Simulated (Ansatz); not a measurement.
The system is Ga.

```
CELL_PARAMETERS angstrom
-1.38440 1.38440 2.31122
1.38440 -1.38440 2.31122
1.38440 1.38440 -2.31122
ATOMIC_POSITIONS crystal
Ga 0.00000 0.00000 0.00000
```

This isn't the form of Ga at room conditions, which is orthorhombic.

```yaml
Program: Ansatz 0.2.0
Task: relaxation of cell and atoms
Functional: BLYP
Dispersion: D3(BJ)
Potentials_or_basis: Ansatz PAW
Cutoff: "420 eV (not typed: the program's choice for these potentials)"
k_mesh: 13 × 13 × 13
Occupations: fermi-dirac, width 0.05 eV
Spin: no spin polarisation
```

At the start: volume 17.72 Å³/atom.

Q: Where does the relaxation end?

A: It ends after 13 steps and the volume is 18.67 Å³/atom (+5.3 %); space group I4/mmm (No. 139, to 0.05 Å).

Step by step:
| step | energy change (eV) | largest force (eV/Å) | volume (Å³) |
| --- | --- | --- | --- |
| 1 | 0.0000 | 0.0000 | 17.72 |
| 2 | -0.0060 | 0.0000 | 18.56 |
| 3 | -0.0062 | 0.0000 | 18.60 |
| 4 | -0.0063 | 0.0000 | 18.62 |
| 5 | -0.0063 | 0.0000 | 18.63 |
| 6 | -0.0063 | 0.0000 | 18.64 |
| 7 | -0.0066 | 0.0000 | 18.67 |
| 8 | -0.0096 | 0.0000 | 18.76 |
| 9 | -0.0098 | 0.0000 | 18.68 |
| 10 | -0.0099 | 0.0000 | 18.63 |
| 11 | -0.0099 | 0.0000 | 18.68 |
| 12 | -0.0099 | 0.0000 | 18.67 |
| 13 | -0.0102 | 0.0000 | 18.67 |

Final structure:
```
Ga
1.0
    -1.43769    1.43769    2.25758
     1.43769   -1.43769    2.25758
     1.43769    1.43769   -2.25758
Ga
1
Cartesian
  0.0000 0.0000 0.0000
```

Caveat: the plane-wave basis is chosen anew once the cell has moved, so the energies of steps on either side of that aren't comparable; pairwise dispersion overbinds metals, which lowers pressure and volume; the PAW data sets come from PBE, with cores solved anew for the run's functional, which leaves a small shift of forces and pressure.
